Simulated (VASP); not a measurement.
# MoS2 (R-3m) in VASP: notebook

Runs on MoS2. Level: PBEsol. Tasks: single point.

All numbers are computed with VASP 6.6.1; they aren't measurements. Logs are shortened: lines on timing, memory, paths and dates and some standing lists are left out, and cuts for length are marked.

### 1 The crystal as given

Symmetry: R-3m, No. 166, trigonal system. Conventional cell: a = 3.171 Å, b = 3.171 Å, c = 18.345 Å, α = 90.00°, β = 90.00°, γ = 120.00°. Mo (site symmetry -3m) is surrounded by 6 S at 2.39 Å. S (site symmetry 3m) has 3 Mo at 2.39 Å as nearest neighbours.

Measurements of this composition are mostly on another form, of space group No. 194.

### 2 Single point, PBEsol, spin-orbit coupling, no magnetisation

INCAR reads:

```
PREC = Accurate
ENCUT = 350
EDIFF = 1E-5
ISMEAR = 0
SIGMA = 0.02
LREAL = False
LASPH = True
NELM = 100
ALGO = Normal
ISIF = 2
LWAVE = False
LCHARG = False
MAGMOM = 0 0 0 0 0 0 0 0 0
LORBIT = 11
LSORBIT = True
GGA_COMPAT = False
LMAXMIX = 4
GGA = PS
NBANDS = 42
```

KPOINTS reads:

```
regular mesh
0
Gamma
  6 6 6
```

POSCAR reads:

```
MoS2
1.0
    1.5855000000      0.9153888518      6.1149966667
   -1.5855000000      0.9153888518      6.1149966667
    0.0000000000     -1.8307777036      6.1149966667
Mo S
1 2
Direct
    0.0000000000      0.0000000000      0.0000000000
    0.2500000000      0.2500000000      0.2500000000
    0.7500000000      0.7500000000      0.7500000000
```

Potentials or basis: VASP PAW PBE potentials, release 64 (Mo_sv, S).

On the command line:

```bash
$ cat potpaw_PBE.64/Mo_sv/POTCAR potpaw_PBE.64/S/POTCAR > POTCAR
$ mpirun -np 1 vasp_ncl > vasp.out
```

OUTCAR:

```text
PREC = Accurate
   ENCUT = 350
   EDIFF = 1E-5
   ISMEAR = 0
   LREAL = False
   LASPH = True
   NELM = 100
   ISIF = 2
   LORBIT = 11
   LSORBIT = True
   GGA = PS

 Found     32 irreducible k-points:

 Following reciprocal coordinates:
            Coordinates               Weight
  0.000000  0.000000  0.000000      1.000000
  0.166667  0.000000  0.000000      6.000000
  0.333333 -0.000000  0.000000      6.000000
  0.500000  0.000000  0.000000      3.000000
  0.166667  0.166667  0.000000      6.000000
  0.333333  0.166667  0.000000     12.000000
   k-points           NKPTS =     32   k-points in BZ     NKDIM =     32   number of bands    NBANDS=     42
   number of dos      NEDOS =    301   number of ions     NIONS =      3
   total plane-waves  NPLWV =  64000
   dimension x,y,z NGX =    40 NGY =   40 NGZ =   40
   dimension x,y,z NGXF=    80 NGYF=   80 NGZF=   80
   ions per type =               1   2
   NGX,Y,Z   is equivalent  to a cutoff of  10.42, 10.42, 10.42 a.u.
   NGXF,Y,Z  is equivalent  to a cutoff of  20.84, 20.84, 20.84 a.u.
 SYSTEM =  unknown system
   PREC   = accura    normal or accurate (medium, high low for compatibility)
   ISTART =      0    job   : 0-new  1-cont  2-samecut
   ICHARG =      2    charge: 1-file 2-atom 10-const
   ISPIN  =      1    spin polarized calculation?
   LNONCOLLINEAR =      T non collinear calculations
   LSORBIT =      T    spin-orbit coupling
   LASPH  =      T    aspherical Exc in radial PAW
   ENCUT  =  350.0 eV  25.72 Ry    5.07 a.u.   9.74  9.74  9.74*2*pi/ulx,y,z
   NELM   =    100;   NELMIN=  2; NELMDL= -5     # of ELM steps
   EDIFF  = 0.1E-04   stopping-criterion for ELM
   LREAL  =      F    real-space projection
   EDIFFG = 0.1E-03   stopping-criterion for IOM
   NSW    =      0    number of steps for IOM
   IBRION =     -1    ionic relax: 0-MD 1-quasi-New 2-CG
   NFREE  =      0    steps in history (QN), initial steepest desc. (CG)
   ISIF   =      2    stress and relaxation
   ISYM   =      2    0-nonsym 1-usesym 2-fastsym
   POTIM  = 0.5000    time-step for ionic-motion
   TEBEG  =    0.0;   TEEND  =   0.0 temperature during run
   PSTRESS=    0.0 pullay stress
   NELECT =      26.0000    total number of electrons
   NUPDOWN=      -1.0000    fix difference up-down
   EMIN   =  10.00;   EMAX   =-10.00  energy-range for DOS
   EFERMI =   0.00;   METHOD = LEGACY
   ISMEAR =     0;   SIGMA  =   0.02  broadening in eV -4-tet -1-fermi 0-gaus
   EFERMI_NEDOS =   21; number of points for ismear=-14 and -15
   IALGO  =     38    algorithm
   IMIX   =      4    mixing-type and parameters
     AMIX     =   0.40;   BMIX     =  1.00
     AMIX_MAG =   1.60;   BMIX_MAG =  1.00
  volume/ion in A,a.u.               =      17.75       119.78
  Fermi-wavevector in a.u.,A,eV,Ry     =   1.289118  2.436081 22.610522  1.661826
  Thomas-Fermi vector in A             =   2.421031
   LORBIT       =     11    0 simple, 1 ext, 2 COOP (PROOUT), +10 PAW based schemes
   GGA     = PS    functional components
   LHFCALC =     F    Hartree Fock is set to
   AEXX    =    0.0000 exact exchange contribution
   IVDW    =     0    specifies the selected vdW correction
   LEPSILON=     F    determine dielectric tensor
   LRPA    =     F    only Hartree local field effects (RPA)
 Gauss-broadening in eV      SIGMA  =   0.02
  energy-cutoff  :      350.00
  volume of cell :       53.25
 maximum number of plane-waves:      1610
   NGX = 19   NGY = 19   NGZ = 19

 number of electron      26.0000007 magnetization       0.0000000      0.0000000     -0.0000000

 number of electron      26.0000007 magnetization       0.0000000      0.0000000      0.0000000

 number of electron      26.0000007 magnetization       0.0000000     -0.0000000     -0.0000000

 Free energy of the ion-electron system (eV)
  ---------------------------------------------------
  ext. energy  EPLUGINS =         0.00000000
  ---------------------------------------------------
  free energy    TOTEN  =       -22.72184010 eV

  energy without entropy =      -22.72159930  energy(sigma->0) =      -22.72171970

 E-fermi :   7.5429     XC(G=0): -11.0029

 val. band max:        7.5266969421   @ k =   0.0000   0.0000   0.0000
 cond. band min:       7.5553923490   @ k =  -0.3333   0.5000   0.3333
 fundamental gap:      0.0286954069
 Fermi energy:         7.5428894244

 k-point     1 :       0.0000    0.0000    0.0000
  band No.  band energies     occupation
      1     -53.9937      1.00000
      2     -53.9937      1.00000
      3     -29.6838      1.00000
      4     -29.6838      1.00000
      5     -27.2953      1.00000
      6     -27.2953      1.00000
[... 30 lines left out ...]
     37      14.3219      0.00000
     38      14.3219      0.00000

 k-point     2 :       0.1667    0.0000    0.0000
  band No.  band energies     occupation
      1     -53.9834      1.00000
      2     -53.9834      1.00000
      3     -29.7132      1.00000
      4     -29.7132      1.00000
      5     -27.3240      1.00000
      6     -27.3240      1.00000
[... 30 lines left out ...]
     37      15.4134      0.00000
     38      15.4134      0.00000
[... 121 lines left out ...]
     37      15.5101      0.00000
     38      15.5101      0.00000

 k-point     6 :       0.3333    0.1667    0.0000
  band No.  band energies     occupation
      1     -53.9681      1.00000
      2     -53.9681      1.00000
      3     -29.7602      1.00000
      4     -29.7602      1.00000
      5     -27.4161      1.00000
      6     -27.4161      1.00000
[... 30 lines left out ...]
     37      16.2296      0.00000
     38      16.2296      0.00000

 [... further k-points ...]

 [bands above 38 left out]

------------------------ aborting loop because EDIFF is reached ----------------------------------------

  FORCE on cell =-STRESS in cart. coord.  units (eV):
  Direction    XX          YY          ZZ          XY          YZ          ZX
  --------------------------------------------------------------------------------------
  -------------------------------------------------------------------------------------
  Total        0.3328923      0.3328923      1.7978264      0.0000000     -0.0000000      0.0000000
  in kB       10.0160169     10.0160169     54.0927425      0.0000000     -0.0000000      0.0000000
  external PRESSURE =      24.7082588 kB  Pullay stress =       0.0000000 kB

 VOLUME and BASIS-vectors are now :
 -----------------------------------------------------------------------------
  energy-cutoff  :      350.00
  volume of cell :       53.25
      direct lattice vectors                 reciprocal lattice vectors
     1.585500000  0.915388852  6.114996667     0.315357931  0.182071986  0.054510796
    -1.585500000  0.915388852  6.114996667    -0.315357931  0.182071986  0.054510796
     0.000000000 -1.830777704  6.114996667     0.000000000 -0.364143973  0.054510796

 POSITION                                       TOTAL-FORCE (eV/Angst)
 -----------------------------------------------------------------------------------
      0.00000      0.00000      0.00000         0.000000      0.000000     -0.000000
      0.00000      0.00000      4.58625         0.000000      0.000000     -0.703109
      0.00000      0.00000     13.75874         0.000000      0.000000      0.703109
 -----------------------------------------------------------------------------------
    total drift:                                0.000000      0.000000     -0.000000

  FREE ENERGIE OF THE ION-ELECTRON SYSTEM (eV)
  ---------------------------------------------------
  free  energy   TOTEN  =       -22.7218400975 eV

  energy  without entropy=      -22.7215993020  energy(sigma->0) =      -22.72171970

 Spin-Orbit-Coupling matrix elements

 Ion:    1  E_soc:     -0.1945134
 l=   1
     0.0000000    -0.0294432    -0.0293256
    -0.0294432     0.0000000    -0.0294432
    -0.0293256    -0.0294432     0.0000000
 l=   2
     0.0000000    -0.0005185     0.0000000    -0.0005185    -0.0026795
    -0.0005185     0.0000000    -0.0019390    -0.0004132    -0.0005185
     0.0000000    -0.0019390     0.0000000    -0.0019390     0.0000000
    -0.0005185    -0.0004132    -0.0019390     0.0000000    -0.0005185
    -0.0026795    -0.0005185     0.0000000    -0.0005185     0.0000000
 l=   3
     0.0000000     0.0000000     0.0000000     0.0000000     0.0000000     0.0000000     0.0000000
     0.0000000     0.0000000     0.0000000     0.0000000     0.0000000     0.0000000     0.0000000
     0.0000000     0.0000000     0.0000000     0.0000000     0.0000000     0.0000000     0.0000000
     0.0000000     0.0000000     0.0000000     0.0000000     0.0000000     0.0000000     0.0000000
     0.0000000     0.0000000     0.0000000     0.0000000     0.0000000     0.0000000     0.0000000
     0.0000000     0.0000000     0.0000000     0.0000000     0.0000000     0.0000000     0.0000000
     0.0000000     0.0000000     0.0000000     0.0000000     0.0000000     0.0000000     0.0000000

 Ion:    2  E_soc:     -0.0024846
 l=   1
     0.0000000    -0.0004188    -0.0004046
    -0.0004188     0.0000000    -0.0004188
    -0.0004046    -0.0004188     0.0000000
 l=   2
     0.0000000     0.0000000     0.0000000     0.0000000     0.0000000
     0.0000000     0.0000000     0.0000000     0.0000000     0.0000000
     0.0000000     0.0000000     0.0000000     0.0000000     0.0000000
     0.0000000     0.0000000     0.0000000     0.0000000     0.0000000
     0.0000000     0.0000000     0.0000000     0.0000000     0.0000000
 l=   3
     0.0000000     0.0000000     0.0000000     0.0000000     0.0000000     0.0000000     0.0000000
     0.0000000     0.0000000     0.0000000     0.0000000     0.0000000     0.0000000     0.0000000
     0.0000000     0.0000000     0.0000000     0.0000000     0.0000000     0.0000000     0.0000000
     0.0000000     0.0000000     0.0000000     0.0000000     0.0000000     0.0000000     0.0000000
     0.0000000     0.0000000     0.0000000     0.0000000     0.0000000     0.0000000     0.0000000
     0.0000000     0.0000000     0.0000000     0.0000000     0.0000000     0.0000000     0.0000000
     0.0000000     0.0000000     0.0000000     0.0000000     0.0000000     0.0000000     0.0000000

 Ion:    3  E_soc:     -0.0024846
 l=   1
     0.0000000    -0.0004188    -0.0004046
    -0.0004188     0.0000000    -0.0004188
    -0.0004046    -0.0004188     0.0000000
 l=   2
     0.0000000     0.0000000     0.0000000     0.0000000     0.0000000
     0.0000000     0.0000000     0.0000000     0.0000000     0.0000000
     0.0000000     0.0000000     0.0000000     0.0000000     0.0000000
     0.0000000     0.0000000     0.0000000     0.0000000     0.0000000
     0.0000000     0.0000000     0.0000000     0.0000000     0.0000000
 l=   3
     0.0000000     0.0000000     0.0000000     0.0000000     0.0000000     0.0000000     0.0000000
     0.0000000     0.0000000     0.0000000     0.0000000     0.0000000     0.0000000     0.0000000
     0.0000000     0.0000000     0.0000000     0.0000000     0.0000000     0.0000000     0.0000000
     0.0000000     0.0000000     0.0000000     0.0000000     0.0000000     0.0000000     0.0000000
     0.0000000     0.0000000     0.0000000     0.0000000     0.0000000     0.0000000     0.0000000
     0.0000000     0.0000000     0.0000000     0.0000000     0.0000000     0.0000000     0.0000000
     0.0000000     0.0000000     0.0000000     0.0000000     0.0000000     0.0000000     0.0000000

 total charge

# of ion       s       p       d       tot
------------------------------------------
    1        2.308   6.238   3.962  12.508
    2        1.360   2.323   0.000   3.683
    3        1.360   2.323   0.000   3.683
--------------------------------------------------
tot          5.027  10.884   3.962  19.873

 magnetization (x)

# of ion       s       p       d       tot
------------------------------------------
    1       -0.000   0.000  -0.000  -0.000
    2        0.000  -0.000   0.000  -0.000
    3        0.000  -0.000   0.000  -0.000
--------------------------------------------------
tot          0.000  -0.000  -0.000  -0.000

 magnetization (y)

# of ion       s       p       d       tot
------------------------------------------
    1        0.000   0.000   0.000   0.000
    2        0.000   0.000   0.000   0.000
    3        0.000   0.000   0.000   0.000
--------------------------------------------------
tot          0.000   0.000   0.000   0.000

 magnetization (z)

# of ion       s       p       d       tot
------------------------------------------
    1        0.000   0.000   0.000   0.000
    2        0.000   0.000   0.000   0.000
    3        0.000   0.000   0.000   0.000
--------------------------------------------------
tot          0.000   0.000   0.000   0.000
```

Wall time 2.5 min (1 thread of AMD EPYC 9R45 (Zen 5), shared host); peak memory 0.44 GiB.

These settings aren't checked as converged: the numbers below hold their error.

Results:

| Item | Value |
| --- | --- |
| Free energy | -22.7218 eV |
| Pressure | 2.5 GPa |
| Largest force | 0.703 eV/Å |
| Valence electrons inside the program's atomic spheres | Mo 12.51; S 3.68 |

Caveat: the k mesh is coarse (spacing up to 0.39 Å⁻¹), so the values aren't converged; the PAW data sets were made with another functional, which shifts forces and pressure a little; the cell's inner coordinates are idealised or old, which leaves forces on the atoms.

### 3 Single point, PBEsol, spin-orbit coupling, no magnetisation

INCAR: that of step 2 with these lines changed.

```diff
@@ -2,5 +2,5 @@
 ENCUT = 350
-EDIFF = 1E-5
+EDIFF = 1E-7
 ISMEAR = 0
-SIGMA = 0.02
+SIGMA = 0.2
 LREAL = False
```

KPOINTS is that of step 2.

POSCAR is that of step 2.

Potentials or basis: VASP PAW PBE potentials, release 64 (Mo_sv, S).

On the command line:

```bash
$ cat potpaw_PBE.64/Mo_sv/POTCAR potpaw_PBE.64/S/POTCAR > POTCAR
$ mpirun -np 1 vasp_ncl > vasp.out
```

OUTCAR:

```text
PREC = Accurate
   ENCUT = 350
   EDIFF = 1E-7
   ISMEAR = 0
   LREAL = False
   LASPH = True
   NELM = 100
   ISIF = 2
   LORBIT = 11
   LSORBIT = True
   GGA = PS

 Found     32 irreducible k-points:

 Following reciprocal coordinates:
            Coordinates               Weight
  0.000000  0.000000  0.000000      1.000000
  0.166667  0.000000  0.000000      6.000000
  0.333333 -0.000000  0.000000      6.000000
  0.500000  0.000000  0.000000      3.000000
  0.166667  0.166667  0.000000      6.000000
  0.333333  0.166667  0.000000     12.000000
   k-points           NKPTS =     32   k-points in BZ     NKDIM =     32   number of bands    NBANDS=     42
   number of dos      NEDOS =    301   number of ions     NIONS =      3
   total plane-waves  NPLWV =  64000
   dimension x,y,z NGX =    40 NGY =   40 NGZ =   40
   dimension x,y,z NGXF=    80 NGYF=   80 NGZF=   80
   ions per type =               1   2
   NGX,Y,Z   is equivalent  to a cutoff of  10.42, 10.42, 10.42 a.u.
   NGXF,Y,Z  is equivalent  to a cutoff of  20.84, 20.84, 20.84 a.u.
 SYSTEM =  unknown system
   PREC   = accura    normal or accurate (medium, high low for compatibility)
   ISTART =      0    job   : 0-new  1-cont  2-samecut
   ICHARG =      2    charge: 1-file 2-atom 10-const
   ISPIN  =      1    spin polarized calculation?
   LNONCOLLINEAR =      T non collinear calculations
[... 359 lines left out ...]
 l=   3
     0.0000000     0.0000000     0.0000000     0.0000000     0.0000000     0.0000000     0.0000000
     0.0000000     0.0000000     0.0000000     0.0000000     0.0000000     0.0000000     0.0000000
     0.0000000     0.0000000     0.0000000     0.0000000     0.0000000     0.0000000     0.0000000
     0.0000000     0.0000000     0.0000000     0.0000000     0.0000000     0.0000000     0.0000000
[... 29 lines left out ...]
 l=   2
     0.0000000     0.0000000     0.0000000     0.0000000     0.0000000
     0.0000000     0.0000000     0.0000000     0.0000000     0.0000000
     0.0000000     0.0000000     0.0000000     0.0000000     0.0000000
     0.0000000     0.0000000     0.0000000     0.0000000     0.0000000
     0.0000000     0.0000000     0.0000000     0.0000000     0.0000000
 l=   3
     0.0000000     0.0000000     0.0000000     0.0000000     0.0000000     0.0000000     0.0000000
     0.0000000     0.0000000     0.0000000     0.0000000     0.0000000     0.0000000     0.0000000
     0.0000000     0.0000000     0.0000000     0.0000000     0.0000000     0.0000000     0.0000000
     0.0000000     0.0000000     0.0000000     0.0000000     0.0000000     0.0000000     0.0000000
     0.0000000     0.0000000     0.0000000     0.0000000     0.0000000     0.0000000     0.0000000
     0.0000000     0.0000000     0.0000000     0.0000000     0.0000000     0.0000000     0.0000000
     0.0000000     0.0000000     0.0000000     0.0000000     0.0000000     0.0000000     0.0000000

 total charge

# of ion       s       p       d       tot
------------------------------------------
    1        2.307   6.238   3.965  12.510
    2        1.360   2.321   0.000   3.681
    3        1.360   2.321   0.000   3.681
--------------------------------------------------
tot          5.027  10.880   3.965  19.872

 magnetization (x)

# of ion       s       p       d       tot
------------------------------------------
    1        0.000   0.000   0.000   0.000
    2        0.000  -0.000   0.000  -0.000
    3        0.000  -0.000   0.000  -0.000
--------------------------------------------------
tot          0.000  -0.000   0.000  -0.000

 magnetization (y)

# of ion       s       p       d       tot
------------------------------------------
    1        0.000   0.000   0.000   0.000
    2        0.000   0.000   0.000   0.000
    3        0.000   0.000   0.000   0.000
--------------------------------------------------
tot          0.000   0.000   0.000   0.000

 magnetization (z)

# of ion       s       p       d       tot
------------------------------------------
    1        0.000   0.000   0.000   0.000
    2        0.000   0.000   0.000   0.000
    3        0.000   0.000   0.000   0.000
--------------------------------------------------
tot          0.000   0.000   0.000   0.000
```

OSZICAR:

```text
N       E                     dE             d eps       ncg     rms          rms(c)
DAV:   1     0.158873694743E+03    0.15887E+03   -0.10986E+04  2952   0.869E+02
DAV:   2    -0.166936254949E+02   -0.17557E+03   -0.16793E+03  3302   0.273E+02
DAV:   3    -0.241670584105E+02   -0.74734E+01   -0.73729E+01  3306   0.523E+01
DAV:   4    -0.242697828130E+02   -0.10272E+00   -0.10262E+00  3278   0.643E+00
DAV:   5    -0.242714902439E+02   -0.17074E-02   -0.17070E-02  3302   0.800E-01    0.265E+01
DAV:   6    -0.231677638304E+02    0.11037E+01   -0.48356E+00  2856   0.190E+01    0.946E+00
DAV:   7    -0.228925785229E+02    0.27519E+00   -0.19409E+00  2812   0.117E+01    0.651E+00
DAV:   8    -0.227293360853E+02    0.16324E+00   -0.24537E-01  3022   0.442E+00    0.203E+00
DAV:   9    -0.227304308152E+02   -0.10947E-02   -0.34443E-02  3142   0.111E+00    0.758E-01
DAV:  10    -0.227284267484E+02    0.20041E-02   -0.54286E-03  3000   0.625E-01    0.231E-01
DAV:  11    -0.227285459509E+02   -0.11920E-03   -0.75648E-04  3378   0.166E-01    0.779E-02
DAV:  12    -0.227284704476E+02    0.75503E-04   -0.29377E-04  3028   0.132E-01    0.243E-02
DAV:  13    -0.227284693762E+02    0.10714E-05   -0.23225E-05  3012   0.364E-02    0.167E-02
DAV:  14    -0.227284722096E+02   -0.28334E-05   -0.42088E-06  2992   0.141E-02    0.534E-03
DAV:  15    -0.227284722412E+02   -0.31549E-07   -0.30707E-07  2930   0.437E-03
   1 F= -.22728472E+02 E0= -.22722238E+02  d E =-.124691E-01  mag=     0.0000     0.0000     0.0000
```

It took 2.9 min on 1 thread of AMD EPYC 9R45 (Zen 5), shared host; peak memory 0.45 GiB.

These settings aren't checked as converged: the numbers below hold their error.

Results:

| Item | Value |
| --- | --- |
| Free energy | -22.7285 eV |
| Pressure | 2.4 GPa |
| Largest force | 0.741 eV/Å |
| Valence electrons inside the program's atomic spheres | Mo 12.51; S 3.68 |

Caveat: the k mesh is coarse (spacing up to 0.39 Å⁻¹), so the values aren't converged; the PAW data sets were made with another functional, which shifts forces and pressure a little; the cell's inner coordinates are idealised or old, which leaves forces on the atoms.

(Continued in part 2 of 2.)
